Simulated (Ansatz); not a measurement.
# Phases of Al at 13 GPa

Structure types of Al are relaxed in primitive cells with their symmetry kept at 13 GPa, on PAW files; LAPW relaxes the small cells further and takes the PAW cell for the others (marked *). The enthalpy is E + pV at zero temperature, without zero-point motion. Only the types listed were tried, and differences under about 5 meV/atom are mesh noise.

Level of theory: DFT with PBE, scalar-relativistic, in Ansatz 0.2.0; Fermi–Dirac smearing of 0.1 eV, no spin polarisation. LAPW: all electrons, basis error target 0.5 meV/atom; PAW: frozen-core files, cutoff 420 eV.

k meshes: fcc 17×17×17, bcc 18×18×18, hcp 16×16×9, dhcp 13×13×4, hP4 10×10×6, diamond 13×13×13.

**Question.** Which type is lowest in enthalpy, and by how much?

**Answer.** fcc, 18 meV/atom below dhcp. The whole table:

```json
{"start type": "fcc", "ends as": "fcc, Fm-3m", "a, b, c (Å)": "3.875, 3.875, 3.875", "V (Å³/atom)": "14.55", "H − H(lowest), LAPW (meV/atom)": "0.0", "same, PAW": "0.0"}
{"start type": "bcc", "ends as": "bcc, Im-3m", "a, b, c (Å)": "3.088, 3.088, 3.088", "V (Å³/atom)": "14.72", "H − H(lowest), LAPW (meV/atom)": "120.5", "same, PAW": "120.1"}
{"start type": "hcp", "ends as": "hcp, P6_3/mmc", "a, b, c (Å)": "2.738, 2.738, 4.499", "V (Å³/atom)": "14.60", "H − H(lowest), LAPW (meV/atom)": "41.1", "same, PAW": "40.8"}
{"start type": "dhcp*", "ends as": "dhcp, P6_3/mmc", "a, b, c (Å)": "2.739, 2.739, 8.974", "V (Å³/atom)": "14.58", "H − H(lowest), LAPW (meV/atom)": "17.6", "same, PAW": "17.5"}
{"start type": "hP4*", "ends as": "hP4, P6_3/mmc", "a, b, c (Å)": "3.968, 3.968, 5.047", "V (Å³/atom)": "17.21", "H − H(lowest), LAPW (meV/atom)": "470.4", "same, PAW": "472.1"}
{"start type": "diamond", "ends as": "diamond, Fd-3m", "a, b, c (Å)": "5.613, 5.613, 5.613", "V (Å³/atom)": "22.11", "H − H(lowest), LAPW (meV/atom)": "1477.6", "same, PAW": "1481.1"}
```

**Question.** Split the lead of fcc over dhcp into energy and pV.

**Answer.** For dhcp less fcc: ΔE = +15.3 meV/atom, and p·ΔV = 13 GPa × +0.0281 Å³ × 6.242 meV/(GPa·Å³) = +2.3 meV/atom, together 17.6 meV/atom. fcc wins on both counts.
